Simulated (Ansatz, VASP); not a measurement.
This is a calculation of CdS (Hawleyite) for VASP 6.6.1.

Contents of INCAR:

```
SYSTEM = CdS
PREC     = Accurate       ! precision mode
ENCUT    = 520            ! plane-wave cutoff, eV
EDIFF    = 1E-6           ! SCF threshold, eV
ISMEAR   = -1             ! smearing method
SIGMA    = 0.05           ! smearing width, eV
LREAL    = .False.        ! projectors in reciprocal space
LASPH    = .True.         ! aspherical terms in the spheres
NELM     = 100            ! most SCF steps
ALGO     = Normal         ! electronic algorithm
ISIF     = 2              ! what is computed and relaxed
LWAVE    = .False.        ! write WAVECAR
LCHARG   = .False.        ! write CHGCAR
GGA      = PS             ! functional
NBANDS   = 16             ! bands
```

Contents of KPOINTS:

```
regular mesh
0
Gamma
  8 8 8
  0 0 0
```

File POSCAR:

```
CdS
1.0
    0.0000000000      2.8969255847      2.8969255847
    2.8969255847      0.0000000000      2.8969255847
    2.8969255847      2.8969255847      0.0000000000
Cd S
1 1
Direct
    0.0000000000      0.0000000000      0.0000000000
    0.7500000000      0.7500000000      0.7500000000
```

Potentials or basis: VASP PAW PBE potentials, release 64 (Cd, S).

Command:

```bash
$ cat potpaw_PBE.64/Cd/POTCAR potpaw_PBE.64/S/POTCAR > POTCAR
$ mpirun -np 1 vasp_std > vasp.out
```

Problem. Set up the same calculation for Ansatz 0.2.0. Potentials there: all-electron LAPW, scalar-relativistic.

Solution. As run (the cutoff follows the program's own potentials):

File input.yaml:

```yaml
crystal:
  lattice:
    - [0.0, 2.8969255847, 2.8969255847]
    - [2.8969255847, 0.0, 2.8969255847]
    - [2.8969255847, 2.8969255847, 0.0]
  atoms:
    - { symbol: Cd, position: [0.0, 0.0, 0.0] }
    - { symbol: S, position: [0.75, 0.75, 0.75] }
kpoints:
  mp_grid: { grid: [8, 8, 8] }
scf:
  occupations: { method: fermi_dirac, width: 0.05 }
hamiltonian:
  xc: pbesol
  pseudopotentials: { kind: all_electron, lapw: { basis_error: 0.0005 } }
output:
  forces: true
  stress: true
  eigenvalues: true
```

Potentials or basis: all-electron LAPW, scalar-relativistic.

The run is started by

```console
$ ansatz run input.yaml --threads 1 --pin off --max-ram 3072MiB --backend cpu --events-out ev --progress --plain --runs-dir out
```

Both were run:

|  | VASP | Ansatz | Ansatz less VASP |
| --- | --- | --- | --- |
| gap on the k mesh at the Fermi level (eV) | 1.05 | 1.04 | -0.006 |
| least direct gap on the mesh (eV) | 1.05 | 1.04 | -0.006 |
| pressure (GPa) | 1.4 | 1.0 | -0.39 |

Ansatz ran all-electron here, so the differences hold the error of VASP's frozen core and of both bases.

Caveats: the PAW data sets were made with another functional, which shifts forces and pressure a little (VASP).
